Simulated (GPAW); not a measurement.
Runs of GPAW 26.7.0 on ZnS. It takes space group F-43m (No. 216, cubic). The conventional cell has a = 5.404 Å, b = 5.404 Å, c = 5.404 Å, α = 90.00°, β = 90.00°, γ = 90.00°. Zn (site symmetry -43m) has 4 S at 2.34 Å as nearest neighbours. S (site symmetry -43m) has 4 Zn at 2.34 Å as nearest neighbours. 

```tsv
task	level	potentials or basis	cell	k mesh	cutoff (eV)	smearing	response ecut	maxiter	response k mesh	response bands	kernels	gap on the mesh (eV)	pressure (GPa)	relaxed volume (Å³/atom)
dielectric tensor	LDA	the program's PAW data sets (release 1.2.1) made for this functional, pw	as given	7 × 7 × 7	450	fermi-dirac 0.001 eV	80 eV	150	21 × 21 × 21	29	["RPA", "LR0.1", "LR0.2"]	1.86	-	-
relaxation of cell and atoms	PBEsol+D3	PAW data sets generated in the run's folder for this functional, pw	relaxed	9 × 9 × 9	600	fermi-dirac 0.05 eV	-	150	-	-	-	2.20	0.0	18.71
relaxation of cell and atoms	PBEsol+D3(BJ)+ATM	PAW data sets generated in the run's folder for this functional, pw	relaxed	9 × 9 × 9	600	fermi-dirac 0.05 eV	-	150	-	-	-	2.18	0.0	18.77
relaxation of cell and atoms	PBEsol+D4	PAW data sets generated in the run's folder for this functional, pw	relaxed	9 × 9 × 9	600	fermi-dirac 0.05 eV	-	150	-	-	-	2.17	0.2	18.83
relaxation of cell and atoms	PBEsol+D3(BJ)	PAW data sets generated in the run's folder for this functional, pw	relaxed	9 × 9 × 9	600	fermi-dirac 0.05 eV	-	150	-	-	-	2.20	0.0	(a)
single point	LDA	the program's PAW data sets (release 1.2.1) made for this functional, pw	as given	7 × 7 × 7	450	fermi-dirac 0.05 eV	-	120	-	-	-	1.86	-5.4	-
relaxation of cell and atoms	PBEsol	PAW data sets generated in the run's folder for this functional, pw	relaxed	9 × 9 × 9	600	fermi-dirac 0.05 eV	-	150	-	-	-	2.09	0.1	19.19
electron localisation function	AM05	PAW data sets generated in the run's folder for this functional, pw	as given	6 × 6 × 6	510	fermi-dirac 0.01 eV	-	150	-	-	-	2.09	(b)	-
```

Alike in all rows: no spin polarisation.

Problem. Fill in the values left out.

Solution. (a) 18.69; (b) -1.4.

Caveats: later steps reuse the first step's grids (some runs); the cutoff is short for stress and forces, so pressures can be off by a GPa or more (some runs); the long-wavelength limit can be off by several per cent where d states take part (some runs); an odd mesh through Γ misses points on the zone boundary, where band edges often lie (some runs).
